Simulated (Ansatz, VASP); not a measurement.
## One calculation of K, two programs

```
CELL_PARAMETERS angstrom
0.00000 3.43564 3.43564
3.43564 0.00000 3.43564
3.43564 3.43564 0.00000
ATOMIC_POSITIONS crystal
K 0.00000 0.00000 0.00000
```

Alike in both runs: functional RPBE; k mesh 8 × 8 × 8; occupations fermi-dirac, width 0.1 eV; no spin polarisation.

Ansatz relaxed the structure, and its values are those at the end. VASP's run is a single point on that final structure, the one shown.

```csv
,VASP,Ansatz
version,VASP 6.6.1,Ansatz 0.2.0
potentials or method,"VASP PAW PBE potentials, release 64 (K_sv)","plane waves (420 eV) with PAW, scalar-relativistic"
plane-wave cutoff (eV),520,420
valence electrons in the cell,9,9
```

|  | VASP | Ansatz | Ansatz less VASP |
| --- | --- | --- | --- |
| pressure (GPa) | 0.0 | 0.0 | +0.01 |

Caveats: the PAW data sets were made with another functional, which shifts forces and pressure a little (VASP).
